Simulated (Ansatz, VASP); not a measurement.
# Ag in VASP and in Ansatz

File INCAR:

```
  ALGO = Normal
  EDIFF = 1E-7
  ENCUT = 520
  GGA = PE
  ISIF = 2
  ISMEAR = -1
  LASPH = True
  LCHARG = True
  LELF = True
  LREAL = False
  LVHAR = True
  LWAVE = False
  NBANDS = 12
  NELM = 100
  PREC = Accurate
  SIGMA = 0.05
```

Contents of KPOINTS:

```
k-points
0
Gamma
  16 16 16
```

The input POSCAR:

```
Ag
1.0
   -1.6065163881      1.6065163881      1.6065163881
    1.6065163881     -1.6065163881      1.6065163881
    1.6065163881      1.6065163881     -1.6065163881
Ag
1
Direct
    0.0000000000      0.0000000000      0.0000000000
```

Input for Ansatz:

```yaml
crystal:
  lattice:
    - [-1.6065163881, 1.6065163881, 1.6065163881]
    - [1.6065163881, -1.6065163881, 1.6065163881]
    - [1.6065163881, 1.6065163881, -1.6065163881]
  atoms:
    - { symbol: Ag, position: [0.0, 0.0, 0.0] }
kpoints:
  mp_grid: { grid: [16, 16, 16] }
scf:
  occupations: { method: fermi_dirac, width: 0.05 }
hamiltonian:
  xc: pbe
  pseudopotentials: { kind: all_electron, lapw: { basis_error: 0.001 } }
output:
  forces: true
  stress: true
  eigenvalues: true
  populations: true
```

Change from the starting cell: volume scaled by 0.92, LAPW.

Alike in both runs: task single point; functional PBE; k mesh 16 × 16 × 16; occupations fermi-dirac, width 0.05 eV; no spin polarisation.

|  | VASP | Ansatz |
| --- | --- | --- |
| version | VASP 6.6.1 | Ansatz 0.2.0 |
| potentials or method | VASP PAW PBE potentials, release 64 (Ag) | all-electron LAPW, scalar-relativistic |
| plane-wave cutoff (eV) | 520 | see its input |

VASP gave:

| Property | Result |
| --- | --- |
| pressure (GPa) | 8.9 |

Q: What did Ansatz give for the same quantities?

A: Pressure (GPa): 9.1.

Ansatz ran all-electron here, so the differences hold the error of VASP's frozen core and of both bases.
